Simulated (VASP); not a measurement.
## VASP 6.6.1 run: ZnO

INCAR

```
NELM = 120
PREC = Accurate
SIGMA = 0.02
IBRION = -1
ENCUT = 520
LASPH = .TRUE.
LWAVE = .FALSE.
EDIFF = 1E-9
NSW = 0
NBANDS = 26
GGA = PE
ISIF = 2
ISMEAR = -1
LCHARG = .FALSE.
LREAL = .FALSE.
```

KPOINTS

```
KPOINTS created by Atomic Simulation Environment
0
Monkhorst-Pack
12 12 6
0 0 0
```

POSCAR

```
Zn O
 1.0000000000000000
     3.0965303281941310    0.0000000000000000    0.0000000000000000
    -1.5482651640970655    2.6816739278050825    0.0000000000000000
     0.0000000000000000    0.0000000000000000    5.0293051975000003
 Zn  O
   2   2
Cartesian
  0.0000000000000000  0.0000000000000000  0.0000000000000000
  0.0000000000000000  0.0000000000000000  2.5146525987500001
  0.0000000000000000  1.7877826185367218  1.2573262993750001
  1.5482651640970657  0.8938913092683609  3.7719788981250000
```

The recommended PBE PAW datasets give the neutral cell 36 valence electrons.

Command

```
mpirun -np 1 vasp_std
```

Q: Predict the outcome of this run.

A: It converged. Results: gap between bands v and c on the k mesh 1.00 eV; least direct gap on the k mesh 1.00 eV; pressure -0.6 GPa. Band v is the last that the valence electrons fill when counted band by band, and c is the next.

OSZICAR

```
N       E                     dE             d eps       ncg     rms          rms(c)
DAV:   1     0.286171330536E+03    0.28617E+03   -0.18535E+04  6810   0.210E+03
DAV:   2     0.926861064471E+01   -0.27690E+03   -0.25912E+03  6896   0.413E+02
DAV:   3    -0.193325764430E+02   -0.28601E+02   -0.28156E+02  7182   0.133E+02
DAV:   4    -0.198757198144E+02   -0.54314E+00   -0.54178E+00  7144   0.186E+01
DAV:   5    -0.198782051985E+02   -0.24854E-02   -0.24853E-02  6864   0.131E+00    0.125E+01
DAV:   6    -0.167695419793E+02    0.31087E+01   -0.57309E+00 10020   0.683E+01    0.840E+00
DAV:   7    -0.169442003440E+02   -0.17466E+00   -0.27970E+00  7046   0.172E+01    0.489E+00
DAV:   8    -0.169216944360E+02    0.22506E-01   -0.34880E-01  8124   0.520E+00    0.149E+00
DAV:   9    -0.168941936976E+02    0.27501E-01   -0.47679E-02  9062   0.436E+00    0.260E-01
DAV:  10    -0.168944641649E+02   -0.27047E-03   -0.12739E-02  6660   0.892E-01    0.560E-02
DAV:  11    -0.168945636266E+02   -0.99462E-04   -0.29420E-04  8362   0.364E-01    0.328E-02
DAV:  12    -0.168945617806E+02    0.18460E-05   -0.10347E-04  7590   0.277E-01    0.867E-03
DAV:  13    -0.168945627654E+02   -0.98480E-06   -0.89214E-06  9048   0.509E-02    0.749E-03
DAV:  14    -0.168945620769E+02    0.68855E-06   -0.37737E-06  7198   0.173E-02    0.141E-03
DAV:  15    -0.168945620905E+02   -0.13639E-07   -0.23052E-07  6704   0.450E-03    0.135E-03
DAV:  16    -0.168945620221E+02    0.68427E-07   -0.66353E-08  8454   0.241E-03    0.140E-04
DAV:  17    -0.168945620095E+02    0.12578E-07   -0.74967E-09  6888   0.102E-03    0.107E-04
DAV:  18    -0.168945620131E+02   -0.35607E-08   -0.19144E-10  3336   0.199E-04    0.706E-05
DAV:  19    -0.168945620165E+02   -0.34252E-08   -0.13014E-10  3306   0.161E-04    0.311E-05
DAV:  20    -0.168945620176E+02   -0.10559E-08   -0.10234E-10  3304   0.146E-04    0.754E-06
DAV:  21    -0.168945620175E+02    0.92768E-10   -0.20376E-11  3298   0.518E-05
   1 F= -.16894562E+02 E0= -.16894562E+02  d E =-.592861E-12
```

The shifted mesh misses Γ, so a band edge there is missed.

For comparison, a separate PBE run of the intended cell, on usual settings and not on those above, gives a gap of 0.54 eV on its mesh and a pressure of -0.6 GPa.
